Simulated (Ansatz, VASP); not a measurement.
**GaSb: VASP beside Ansatz**

```xyz
2
Lattice="0.0000 3.1072 3.1072 3.1072 0.0000 3.1072 3.1072 3.1072 0.0000" Properties=species:S:1:pos:R:3 pbc="T T T"
Ga    0.0000    0.0000    0.0000
Sb    1.5536    1.5536    1.5536
```

The cell was built by a generator and needn't be a form met in nature.

Alike in both runs: functional PBE; k mesh 12 × 12 × 12; occupations gaussian, width 0.1 eV; no spin polarisation.

Ansatz relaxed the structure, and its values are those at the end. VASP's run is a single point on that final structure, the one shown.

|  | VASP | Ansatz |
| --- | --- | --- |
| version | VASP 6.6.1 | Ansatz 0.2.0 |
| potentials or method | VASP PAW PBE potentials, release 64 (Ga_d, Sb) | scalar-relativistic, plane waves, PAW |
| plane-wave cutoff (eV) | 520 | 420 |
| valence electrons in the cell | 18 | 28 |

```csv
,VASP,Ansatz,Ansatz less VASP
gap on the k mesh at the Fermi level (eV),none,none,-
pressure (GPa),0.1,0.0,-0.06
```

A gap of «none» marks a metal or a gap that the smearing closes. With one functional, cell and mesh, what is left measures potentials, basis and numerics. The two sets of potentials don't hold the same shells in valence.

Caveats: this crystal is a semiconductor, whose small gap the functional closes, so the metal is an error of the method. Spin-orbit coupling is left out, which matters for the levels of Sb.
